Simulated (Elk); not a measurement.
**A self-consistent single point of Li₂O (Fm-3m, 3 atoms in the cell) with Elk**

Method: PBE, all-electron FP-LAPW, Elk's shipped species files, APW+lo basis with extra local orbitals (Elk).

Input:

```
tasks
  0

xctype
  20

rgkmax
  7.5

gmaxvr
  16.0

nxlo
  2

lorbcnd
  .true.

rmtscf
  0.97

lmaxi
  3

stype
  3

swidth
  0.000734986

scale
  1.889726125

avec
    0.0000000000    2.2807830000    2.2807830000
    2.2807830000    0.0000000000    2.2807830000
    2.2807830000    2.2807830000    0.0000000000

sppath
  'species/'

atoms
  2   : nspecies
  'Li.in'   : spfname
  2   : natoms; atposl, bfcmt below
  0.7500000000  0.7500000000  0.7500000000    0.0 0.0 0.0
  0.2500000000  0.2500000000  0.2500000000    0.0 0.0 0.0
  'O.in'   : spfname
  1   : natoms; atposl, bfcmt below
  0.0000000000  0.0000000000  0.0000000000    0.0 0.0 0.0

ngridk
  6 6 6
```

Log, with long lists cut:

```
│ Elk code version 10.2.4 │

All units are atomic (Hartree, Bohr, etc.)

│ Ground-state run starting from atomic densities │

Lattice vectors :
   0.000000000       4.310055221       4.310055221
   4.310055221       0.000000000       4.310055221
   4.310055221       4.310055221       0.000000000

Unit cell volume      :    160.1321368
Brillouin zone volume :    1.549034556

Muffin-tin inner radius fraction :   0.1000000000E-01

Nuclei treated as point charges

Species :    1 (Li)
 parameters loaded from : Li.in
 name : lithium
 nuclear charge    :   -3.000000000
 electronic charge :    3.000000000
 atomic mass :    12652.66897
 muffin-tin radius :    1.746000000
 number of radial points in muffin-tin :    297
 atomic positions (lattice), magnetic fields (Cartesian) :
   1 :  -0.25000000 -0.25000000 -0.25000000    0.00000000  0.00000000  0.00000000
   2 :   0.25000000  0.25000000  0.25000000    0.00000000  0.00000000  0.00000000

Species :    2 (O)
 parameters loaded from : O.in
 name : oxygen
 nuclear charge    :   -8.000000000
 electronic charge :    8.000000000
 atomic mass :    29165.12202
 muffin-tin radius :    1.746000000
 number of radial points in muffin-tin :    297
 atomic positions (lattice), magnetic fields (Cartesian) :
   1 :   0.00000000  0.00000000  0.00000000    0.00000000  0.00000000  0.00000000

Total number of atoms per unit cell :    3

Spin treatment :
 spin-unpolarised

Number of Bravais lattice symmetries :   48
Number of crystal symmetries         :   48
Crystal has inversion symmetry
Real symmetric eigensolver will be used

k-point grid :      6     6     6
k-point offset :    0.000000000       0.000000000       0.000000000
k-point set is reduced with full crystal symmetry group
Total number of k-points :       16

Muffin-tin radius times maximum |G+k| :    7.500000000
 using average radius
Maximum |G+k| for APW functions       :    4.295532646
Maximum (1/2)|G+k|²                   :    9.225800357
Maximum |G| for potential and density :    16.00000000
 potential will be trimmed for |G| > 2 gkmax
Constant for pseudocharge density :    7
Radial integration step length :    4

G-vector grid sizes :     32    32    32
Number of G-vectors :    11017

Maximum angular momentum used for
 APW functions                      :    8
 outer part of muffin-tin           :    6
 inner part of muffin-tin           :    3

Total nuclear charge    :   -14.00000000
Total core charge       :    2.000000000
Total valence charge    :    12.00000000
Total excess charge     :    0.000000000
Total electronic charge :    14.00000000

Effective Wigner radius, rₛ :    1.397721411

Number of empty states         :   12
Total number of valence states :   18
Total number of core states    :    2

Conduction state local-orbitals added automatically
Total number of local-orbitals :  198

Exchange-correlation functional :     20     0     0
 Perdew-Burke-Ernzerhof, Phys. Rev. Lett. 77, 3865 (1996)
 gradient requirement :    1
 generalised gradient approximation (GGA)

Smearing type :    3
 Fermi-Dirac
Smearing width :   0.7349860000E-03
Effective electronic temperature (K) :    232.0902224

Mixing type :    3
 Broyden mixing, J. Phys. A: Math. Gen. 17, L317 (1984)

Kohn-Sham potential initialised from atomic data

│ Self-consistent loop started │
│ Loop number : 1 │
 total energy                :     -94.5075548943
│ Loop number : 2 │
 total energy                :     -94.4102908335
RMS change in Kohn-Sham potential (target) :    23.41958982     (  0.1000000000E-05)
Absolute change in total energy (target)   :   0.9726406080E-01 (  0.1000000000E-03)
│ Loop number : 3 │
 total energy                :     -93.8560635614
RMS change in Kohn-Sham potential (target) :    18.70461590     (  0.1000000000E-05)
Absolute change in total energy (target)   :   0.5785432873     (  0.1000000000E-03)
│ Loop number : 4 │
 total energy                :     -91.6639756581
RMS change in Kohn-Sham potential (target) :    7.229553028     (  0.1000000000E-05)
Absolute change in total energy (target)   :    2.336723725     (  0.1000000000E-03)
│ Loop number : 5 │
 total energy                :     -90.8273298051
RMS change in Kohn-Sham potential (target) :    2.094210439     (  0.1000000000E-05)
Absolute change in total energy (target)   :    1.420826784     (  0.1000000000E-03)
│ Loop number : 6 │
 total energy                :     -90.5675033775
RMS change in Kohn-Sham potential (target) :   0.4560250308     (  0.1000000000E-05)
Absolute change in total energy (target)   :   0.6150331237     (  0.1000000000E-03)
│ Loop number : 7 │
 total energy                :     -90.4870677619
RMS change in Kohn-Sham potential (target) :   0.4698406919E-01 (  0.1000000000E-05)
Absolute change in total energy (target)   :   0.2341938965     (  0.1000000000E-03)
│ Loop number : 8 │
 total energy                :     -90.4772527319
RMS change in Kohn-Sham potential (target) :   0.2187420450E-01 (  0.1000000000E-05)
Absolute change in total energy (target)   :   0.6836350411E-01 (  0.1000000000E-03)
│ Loop number : 9 │
 total energy                :     -90.4706328905
RMS change in Kohn-Sham potential (target) :   0.2877076392E-02 (  0.1000000000E-05)
Absolute change in total energy (target)   :   0.2371071751E-01 (  0.1000000000E-03)
│ Loop number : 10 │
 total energy                :     -90.4695669844
RMS change in Kohn-Sham potential (target) :   0.1652502355E-02 (  0.1000000000E-05)
Absolute change in total energy (target)   :   0.6993585459E-02 (  0.1000000000E-03)
│ Loop number : 11 │
 total energy                :     -90.4698975280
RMS change in Kohn-Sham potential (target) :   0.5107106163E-03 (  0.1000000000E-05)
Absolute change in total energy (target)   :   0.1417852689E-02 (  0.1000000000E-03)
│ Loop number : 12 │
 total energy                :     -90.4694371589
RMS change in Kohn-Sham potential (target) :   0.2455015363E-03 (  0.1000000000E-05)
Absolute change in total energy (target)   :   0.8148323295E-03 (  0.1000000000E-03)
│ Loop number : 13 │
 total energy                :     -90.4695138930
RMS change in Kohn-Sham potential (target) :   0.4862380988E-04 (  0.1000000000E-05)
Absolute change in total energy (target)   :   0.1269739729E-03 (  0.1000000000E-03)
│ Loop number : 14 │
 total energy                :     -90.4694911397
RMS change in Kohn-Sham potential (target) :   0.7803626555E-05 (  0.1000000000E-05)
Absolute change in total energy (target)   :   0.5449676030E-04 (  0.1000000000E-03)
│ Loop number : 15 │
 total energy                :     -90.4694881867
RMS change in Kohn-Sham potential (target) :   0.5728663656E-05 (  0.1000000000E-05)
Absolute change in total energy (target)   :   0.1657726330E-04 (  0.1000000000E-03)
│ Loop number : 16 │
 total energy                :     -90.4694830588
RMS change in Kohn-Sham potential (target) :   0.4776032104E-06 (  0.1000000000E-05)
Absolute change in total energy (target)   :   0.9272210875E-05 (  0.1000000000E-03)
Convergence targets achieved

│ Loop number : 17 │

Energies :
 Fermi                       :     0.578536272330E-01
 sum of eigenvalues          :     -44.0561287317
 electron kinetic            :      90.1470370985
 core electron kinetic       :      58.3019534383
 Coulomb                     :     -168.149757555
 Coulomb potential           :     -118.164569664
 nuclear-nuclear             :     -23.1247042810
 electron-nuclear            :     -171.885536883
 Hartree                     :      26.8604836091
 Madelung                    :     -109.067472722
 xc potential                :     -16.0385961658
 exchange                    :     -12.0429051273
 correlation                 :    -0.423857199496
 electron entropic           :    -0.150658080591E-11
 total energy                :     -90.4694827828

Density of states at Fermi energy :   0.1360439945E-06
 (states/Hartree/unit cell)

Estimated indirect band gap :   0.1859517427
 from k-point      1 to k-point     13
Estimated direct band gap   :   0.2041439864
 at k-point      1

Charges :
 core                        :    2.000000000
 valence                     :    12.00000000
 interstitial                :    1.908158310
 muffin-tins (core leakage)
  species :    1 (Li)
   atom    1                 :    2.245899107     (   0.000000000    )
   atom    2                 :    2.245899107     (   0.000000000    )
  species :    2 (O)
   atom    1                 :    7.600043477     (  0.1677307915E-07)
 total in muffin-tins        :    12.09184169
 total calculated charge     :    14.01052420
 total charge                :    14.00000000
 error                       :   0.1052420107E-01

│ Self-consistent loop stopped │
```

The run converged in 17 iterations. The count includes the last loop, which Elk runs after its targets are met.

The starting cell comes from a database of computed structures (which also holds hypothetical and non-ambient phases and stackings), without a prior relaxation at this level. Its lattice was rescaled by a random factor within 2.5 % of one. Values depend on the basis (sphere radii, cutoffs, local orbitals), which need not be converged.
